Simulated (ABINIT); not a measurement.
Crystal: ZrB2.

```xyz
3
Lattice="3.1700 0.0000 0.0000 -1.5850 2.7453 0.0000 0.0000 0.0000 3.5330" Properties=species:S:1:pos:R:3 pbc="T T T"
Zr    0.0000    0.0000    0.0000
B     1.5850    0.9151    1.7665
B     0.0000    1.8302    1.7665
```

Base run:

- Program: ABINIT 10.8.3 (patched build)
- Functional: PBE
- Potentials or basis: PseudoDojo NC SR PBE v0.5 standard
- Cutoff: 1034 eV
- k mesh: 10 × 10 × 8
- Occupations: fermi-dirac, width 0.05 eV
- Spin: no spin polarisation

Its results: band gap on the k mesh none (metal or under the smearing width); pressure 0.8 GPa.

Task: The run is repeated on the same cell with these changes: potentials or basis from PseudoDojo NC SR PBE v0.5 standard to SG15 NC PBE v1.2. What comes out?

Result: Band gap on the k mesh none (metal or under the smearing width); pressure 0.1 GPa.
